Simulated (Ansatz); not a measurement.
**CoO under changes of volume**

One of the cells (9.584 Å³/atom); the others are scaled copies at fixed shape and fractional positions:

```
Co O
1.0
    -1.50800    1.50800    2.10725
     1.50800   -1.50800    2.10725
     1.50800    1.50800   -2.10725
Co O
1 1
Direct
  0.00000 0.00000 0.00000
  0.50000 0.50000 0.00000
```

```yaml
Program: Ansatz 0.2.0
Functional: LDA
Potentials_or_basis: all-electron LAPW, scalar-relativistic
Cutoff: 368 eV (chosen from the basis error)
Basis_error_allowed: 0.001 eV/atom
k_mesh: 12 × 12 × 12
Occupations: fermi-dirac, width 0.05 eV
Spin: collinear spin, ferromagnetic start
Starting_moments: "[2.0, 0.0] μB"
```

```csv
volume (Å³/atom),energy over the lowest point (meV/atom),pressure (GPa),moment (μB per cell)
9.009,0.00,-10.6,2.51
9.201,14.74,-13.4,2.63
9.392,32.16,-15.6,2.76
9.584,52.05,-17.9,2.85
9.776,74.83,-20.3,2.91
9.967,100.51,-22.6,2.95
10.159,?,?,?
```

Problem. What does the run at 10.159 Å³/atom give?

Solution. Energy over the lowest point 128.92 meV/atom; pressure -24.8 GPa; moment 2.97 μB per cell.

Worked out: A Birch-Murnaghan fit of order 3 (a polynomial in V^(-2/3)) to the other rows has no minimum within the range. It gives 129.20 meV/atom at 10.159 Å³/atom, against the run's 128.92, and -dE/dV = -25.2 GPa, against -24.8. A parabola through the other rows of the moment, of slope 0.0231 μB per Å³/atom there, extrapolates to 2.97 μB, against the run's 2.97.

Energies are extrapolated to zero smearing.

Caveats: a cell with one magnetic atom can't hold antiferromagnetic order, which such compounds often take.
